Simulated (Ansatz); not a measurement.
Input file for Ansatz (an electronic-structure program):

Ansatz 0.2 input:
```yaml
crystal:
  lattice:
    - [-2.760962431, 2.760962431, 5.5651964285]
    - [2.760962431, -2.760962431, 5.5651964285]
    - [2.760962431, 2.760962431, -5.5651964285]
  atoms:
    - { symbol: Cu, position: [0.0, 0.0, 0.0] }
    - { symbol: Cu, position: [0.75, 0.25, 0.5] }
    - { symbol: In, position: [0.5, 0.5, 0.0] }
    - { symbol: In, position: [0.25, 0.75, 0.5] }
    - { symbol: S, position: [0.375, 0.3466627588, 0.4716627588] }
    - { symbol: S, position: [0.6533372412, 0.125, 0.0283372412] }
    - { symbol: S, position: [0.875, 0.9033372412, 0.5283372412] }
    - { symbol: S, position: [0.0966627588, 0.625, 0.9716627588] }
kpoints:
  mp_grid: { grid: [4, 4, 4] }
hamiltonian:
  xc: hse06
  pseudopotentials: { kind: paw }
scf:
  n_extra_bands: 8
  occupations: { method: fixed }
output:
  eigenvalues: true
  eigenstates:
    e_range: [-9.0, 8.5]
    kpoints:
      - [0.0, 0.0, 0.0]  # VBM
      - [0.0, 0.0, 0.0]  # CBM
      - [0.0, 0.0, 0.0]  # GAMMA
      - [0.5, 0.5, -0.5]  # M
      - [0.0, 0.0, 0.5]  # X
      - [0.25, 0.25, 0.25]  # P
      - [0.0, 0.5, 0.0]  # N
      - [-0.3115318549, 0.3115318549, 0.3115318549]  # S_0
      - [0.3115318549, 0.6884681451, -0.3115318549]  # S
      - [-0.1230637099, 0.1230637099, 0.5]  # R
      - [0.5, 0.5, -0.1230637099]  # G
```

Output (shortened):

```
Pseudopotential: Cu, paw, valence charge 19
Pseudopotential: In, paw, valence charge 13
Pseudopotential: S, paw, valence charge 6
Functional definition: HSE06
davidson cushion auto → on  (no smearing: the cushion is to keep the highest requested band from converging to the state above it …
Crystal: 8 atoms, lattice volume = 169.692 Å³
Basis set: ecut = 420 eV, 3339 PW (Γ)
Bands: 52, of which v1, the nominal top of the filled ones, is band 44 counted from 1 (43 counted from 0)
Symmetry: 8 space group operations
Space group: I-42d (ITA 122), of the structure as read, at distance tolerance 5.5e-5 Å
k-points: 13 of 64 (time reversal used)
SCF iter   1: F=—  HF=-28058.185381 eV  |F-HF|=—  |Δ(HF+E_count)|=         —  Δρ=1.13e-3  dr2=2.19e-3  ethr=1.77e-3  ⟨swp⟩=9.1  Hψ=3401  notcnv=0
preconditioner: auto → none
SCF iter   2: F=—  HF=-28058.188971 eV  |F-HF|=—  |Δ(HF+E_count)|=   3.59e-3  Δρ=5.63e-4  dr2=4.29e-4  ethr=2.49e-6  ⟨swp⟩=6.2  Hψ=2953  notcnv=0
SCF iter   3: F=—  HF=-28058.189122 eV  |F-HF|=—  |Δ(HF+E_count)|=   1.51e-4  Δρ=7.16e-4  dr2=5.99e-4  ethr=4.87e-7  ⟨swp⟩=4.0  Hψ=2060  notcnv=0
SCF iter   4: F=—  HF=-28058.189074 eV  |F-HF|=—  |Δ(HF+E_count)|=   4.73e-5  Δρ=2.71e-4  dr2=7.37e-5  ethr=4.87e-7  ⟨swp⟩=3.0  Hψ=1571  notcnv=0
iter 5 solved again at ethr=6.21e-9 eV; its pass at ethr=8.37e-8 eV (dr2=5.46e-6 eV) is discarded
SCF iter   5: F=—  HF=-28058.189137 eV  |F-HF|=—  |Δ(HF+E_count)|=   6.27e-5  Δρ=5.04e-5  dr2=5.57e-6  ethr=6.21e-9  ⟨swp⟩=3.1  Hψ=3370  notcnv=0
SCF iter   6: F=—  HF=-28058.189143 eV  |F-HF|=—  |Δ(HF+E_count)|=   5.60e-6  Δρ=2.45e-5  dr2=5.98e-7  ethr=6.21e-9  ⟨swp⟩=3.8  Hψ=1797  notcnv=0
SCF iter   7: F=-28058.189143 eV  HF=-28058.189143 eV  |F-HF|=1.26e-9  |Δ(HF+E_count)|=   2.64e-7  Δρ=5.23e-6  dr2=2.75e-8  ethr=6.80e-10  ⟨swp⟩=4.0  Hψ=1908  notcnv=0
SCF 1 converged in 7 iterations: F = -28058.189143 eV  dr2 = 2.75e-8
Crystal: 8 atoms, lattice volume = 169.692 Å³
Exchange kernel: α = 0.2500, screened, ω = 0.2079 Å⁻¹, Wigner–Seitz truncation, v(0) = 1046.5807 eV·Å³, q-mesh 4×4×4, nearest image of the exchange supercell L …
Frozen-core exchange: fock
iter 1 solved again at ethr=1.25e-3 eV; its pass at ethr=1.00e-1 eV (dr2=1.10e0 eV) is discarded
SCF iter   1: F=—  HF=-28067.148133 eV  |F-HF|=—  |Δ(HF+E_count)|=         —  Δρ=3.15e-2  dr2=1.33e0  ethr=1.25e-3  ⟨swp⟩=3.3  Hψ=3068  notcnv=0
preconditioner: auto → none
SCF iter   2: F=—  HF=-28067.316891 eV  |F-HF|=—  |Δ(HF+E_count)|=   1.69e-1  Δρ=3.82e-2  dr2=1.89e0  ethr=1.25e-3  ⟨swp⟩=4.0  Hψ=2112  notcnv=0
SCF iter   3: F=—  HF=-28066.884997 eV  |F-HF|=—  |Δ(HF+E_count)|=   4.32e-1  Δρ=2.91e-3  dr2=1.44e-2  ethr=1.25e-3  ⟨swp⟩=3.2  Hψ=1675  notcnv=0
SCF iter   4: F=—  HF=-28066.931279 eV  |F-HF|=—  |Δ(HF+E_count)|=   4.63e-2  Δρ=5.10e-3  dr2=3.95e-2  ethr=1.03e-5  ⟨swp⟩=4.7  Hψ=2186  notcnv=0
SCF iter   5: F=—  HF=-28066.922740 eV  |F-HF|=—  |Δ(HF+E_count)|=   8.54e-3  Δρ=8.23e-4  dr2=1.24e-3  ethr=1.03e-5  ⟨swp⟩=4.0  Hψ=2025  notcnv=0
SCF iter   6: F=—  HF=-28066.925353 eV  |F-HF|=—  |Δ(HF+E_count)|=   2.61e-3  Δρ=1.14e-3  dr2=1.36e-3  ethr=1.04e-6  ⟨swp⟩=4.1  Hψ=2008  notcnv=0
SCF iter   7: F=-28066.925014 eV  HF=-28066.925017 eV  |F-HF|=3.44e-6  |Δ(HF+E_count)|=   3.36e-4  Δρ=5.59e-5  dr2=2.87e-5  ethr=1.04e-6  ⟨swp⟩=4.0  Hψ=1745  notcnv=0
SCF 2 stopped early in 7 iterations: F = -28066.925014 eV  dr2 = 2.87e-5
hybrid outer 1: dexx = +5.282e-2 eV, tail = 2.05e-4 eV
Crystal: 8 atoms, lattice volume = 169.692 Å³
Exchange kernel: α = 0.2500, screened, ω = 0.2079 Å⁻¹, Wigner–Seitz truncation, v(0) = 1046.5807 eV·Å³, q-mesh 4×4×4, nearest image of the exchange supercell L …
Frozen-core exchange: fock
SCF iter   1: F=—  HF=-28066.924241 eV  |F-HF|=—  |Δ(HF+E_count)|=         —  Δρ=1.14e-4  dr2=1.98e-5  ethr=1.17e-6  ⟨swp⟩=3.2  Hψ=1560  notcnv=0
preconditioner: auto → none
SCF iter   2: F=—  HF=-28066.924242 eV  |F-HF|=—  |Δ(HF+E_count)|=   3.67e-7  Δρ=3.67e-5  dr2=2.19e-6  ethr=1.89e-8  ⟨swp⟩=4.2  Hψ=2163  notcnv=0
SCF iter   3: F=—  HF=-28066.924243 eV  |F-HF|=—  |Δ(HF+E_count)|=   1.18e-6  Δρ=1.93e-5  dr2=5.67e-7  ethr=2.19e-9  ⟨swp⟩=4.8  Hψ=1887  notcnv=0  defer=15
SCF iter   4: F=-28066.924243 eV  HF=-28066.924243 eV  |F-HF|=4.46e-8  |Δ(HF+E_count)|=   8.22e-8  Δρ=6.27e-6  dr2=7.69e-8  ethr=5.36e-10  ⟨swp⟩=3.7  Hψ=1637  notcnv=0
SCF 3 converged in 4 iterations: F = -28066.924243 eV  dr2 = 7.69e-8
hybrid outer 2: dexx = +1.993e-6 eV, tail = 2.94e-7 eV, Δε = 5.81e-3 eV (about 3.24e-4 eV left of the loop's levels)
the search or the solves at the SCF's close seem to have found levels that the self-consistency loop had missed (the run counts 1) …
NSCF: frozen V_eff on 11 k-points
hybrid SCF converged: 2 outer / 11 inner (+7 warm-up), last move |dexx| = 1.99e-6 eV, tail = 2.94e-7 eV
Stability not checked (fock_operator)
Free energy (F): -28066.924243 eV
Frozen-core exchange: fock
Harris-Foulkes:  -28066.924243 eV  (|F-HF|=4.46e-8)
Internal energy: -28066.924243 eV  (E = F + TS)
E sigma→0 (E₀):  -28066.924243 eV
Fermi energy:    7.270441 eV
--- Per-component energies (eV) ---
  E_band       = -1281.524080
  E_kinetic    = 1517.067466
  E_local      = -14839.182690  (includes V_loc(G=0)·N_el)
  E_nonlocal   = 1668.425212
  E_hartree    = 6484.117875
  E_xc         = -794.011870
  E_vxc        = -619.291609  (∫ρ·V_xc dr)
  E_exx        = -329.085813  (= α·E_x^exact, valence–valence)
  E_paw        = -13954.833222  (= ΣΔE_a)
  E_vpaw       = -1318.578713  (= ΣTr[D̂ρ^β])
  E_aug_tail   = 0.000584  (compensation charges beyond the density's cutoff)
  E_ewald      = -7819.620317
  E_core_change = 0.198532  (= ΣΔE_core)
  E_smearing   =  0.000000  (= −TS)
  E_closure    =  0.000000  (closes the sum)
  Σ components = -28066.924243   (vs F -28066.924243, Δ=0.00e0)
  [band-id]    e_kinetic+e_local+e_nonlocal+2·e_hartree+e_vxc+2·e_exx+e_vpaw+e_augmentation_tail = -1281.495625   (vs E_band -1281.524080, Δ=2.85e-2)
--- Band table (eV; the first three rows and the last of 13) ---
  k-point 0: bands = ["-109.3342", "-109.3342", "-65.1891", "-65.1888", "-65.1693", "-65.1693", "-65.1689", "-65.1689", "-9.5162", "-9.5071", "-9.5071", "-9.2235", "-9.1980", "-9.1980", "-9.1104", "-9.1043", "-9.0788", "-9.0701", "-8.0692", "-6.2705", …
  k-point 1: bands = ["-109.3342", "-109.3342", "-65.1890", "-65.1889", "-65.1693", "-65.1692", "-65.1690", "-65.1690", "-9.5321", "-9.5279", "-9.4764", "-9.2678", "-9.2180", "-9.2056", "-9.1026", "-9.0943", "-9.0779", "-9.0737", "-7.6450", "-6.4905", …
  k-point 2: bands = ["-109.3342", "-109.3342", "-65.1890", "-65.1890", "-65.1691", "-65.1691", "-65.1691", "-65.1691", "-9.5455", "-9.5455", "-9.3845", "-9.3845", "-9.2153", "-9.2153", "-9.0867", "-9.0867", "-9.0806", "-9.0806", "-6.8776", "-6.8776", …
  k-point 12: bands = ["-109.3342", "-109.3342", "-65.1889", "-65.1889", "-65.1692", "-65.1692", "-65.1691", "-65.1691", "-9.5238", "-9.5238", "-9.4061", "-9.4061", "-9.1684", "-9.1684", "-9.1191", "-9.1191", "-9.0648", "-9.0648", "-7.2328", "-7.2328", …
```

Cost: about 12 core-minutes (a rough figure) on shared cores.

The points marked VBM and CBM come from a semilocal run.

The cell was relaxed with r²SCAN under the symmetry of its start. No spin polarisation was allowed. Spin–orbit coupling is left out wherever it is not named.

Potentials: the later of the program's two PAW sets.

Ansatz is a plane-wave DFT program.
